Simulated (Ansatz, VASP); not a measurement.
# One calculation of Cu, two programs

```
Cu
1.0
     2.35937    0.00000    0.00000
     0.00000    2.35937    0.00000
     0.00000    0.00000    2.35937
Cu
1
Direct
  0.00000 0.00000 0.00000
```

Alike in both runs: functional PBEsol; k mesh 24 × 24 × 24; occupations gaussian, width 0.1 eV; no spin polarisation.

Ansatz relaxed the structure, and its values are those at the end. VASP's run is a single point on that final structure, the one shown.

```csv
,VASP,Ansatz
version,VASP 6.6.1,Ansatz 0.2.0
potentials or method,"VASP PAW PBE potentials, release 64 (Cu)","scalar-relativistic, plane waves, PAW"
plane-wave cutoff (eV),520,420
valence electrons in the cell,11,19
```

Ansatz gave:

```
gap on the k mesh at the Fermi level (eV) : none
pressure (GPa)                            : 0.0
```

Problem. What did VASP give for the same quantities?

Solution. gap on the k mesh at the Fermi level (eV): none; pressure (GPa): 0.5.

A gap of «none» marks a metal or a gap that the smearing closes. The two sets of potentials don't hold the same shells in valence.

Caveats: the PAW data sets were made with another functional, which shifts forces and pressure a little (VASP).
